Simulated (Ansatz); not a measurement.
# MoBrF3: the cost of one run

Computed with Ansatz 0.2.0 (DFT PBE, scalar-relativistic, plane waves, PAW, unless a step's input says otherwise).

## (1) Starting point

It takes space group P4mm (No. 99, tetragonal). Conventional cell: a = 4.145 Å, b = 4.145 Å, c = 4.412 Å, α = 90.00°, β = 90.00°, γ = 90.00°. Mo (site symmetry 4mm) is surrounded by 5 F at 1.88 to 2.10 Å. Br (site symmetry 4mm) is surrounded by 8 F at 2.68 to 2.97 Å. F (site symmetry 4mm) has 1 Mo at 1.88 Å as nearest neighbours. Around F (site symmetry 2mm) lie 2 Mo at 2.10 Å.

As a file:

```
Mo Br F
1.0
     4.14527    0.00000    0.00000
     0.00000    4.14527    0.00000
     0.00000    0.00000    4.41179
Mo Br F
1 1 3
Direct
  0.50000 0.50000 0.53820
  0.00000 0.00000 0.00000
  0.50000 0.50000 0.11300
  0.50000 0.00000 0.61500
  0.00000 0.50000 0.61500
```

A structure generator made this guess: species swapped into a database cell of TiPbO3 (P4mm, No. 99), with Mo on the Ti sites, Br on the Pb sites and F on the O sites. The dimensions are guesses.

## (2) Probe: one point on a coarse mesh

File input.yaml:

```yaml
crystal:
  lattice:
    - [4.14526838, 0.0, 0.0]
    - [0.0, 4.14526838, 0.0]
    - [0.0, 0.0, 4.4117894]
  atoms:
    - { symbol: Mo, position: [0.5, 0.5, 0.53820002], spin: 1.0 }
    - { symbol: Br, position: [0.0, 0.0, 0.0] }
    - { symbol: F, position: [0.5, 0.5, 0.113] }
    - { symbol: F, position: [0.5, 0.0, 0.61500001] }
    - { symbol: F, position: [0.0, 0.5, 0.61500001] }
basis:
  ecutwfc: 420
kpoints:
  mp_grid: { grid: [4, 4, 4] }
hamiltonian:
  xc: pbe
scf:
  occupations: { method: gaussian, width: 0.1 }
  lower_state_search: "off"
output:
  forces: true
  stress: true
  eigenvalues: true
  populations: true
magnetization:
  spin_polarized: true
```

The run is started by

```
$ ansatz run input.yaml --threads 1 --pin off --max-ram 2560MiB --backend cpu --events-out ev --progress --plain --runs-dir out
```

**Question.** How long does this run take on 1 thread of Intel Xeon 6975P-C (Granite Rapids), shared host, and how much memory does it need?

About 6.4 s, with a peak of 0.43 GiB.
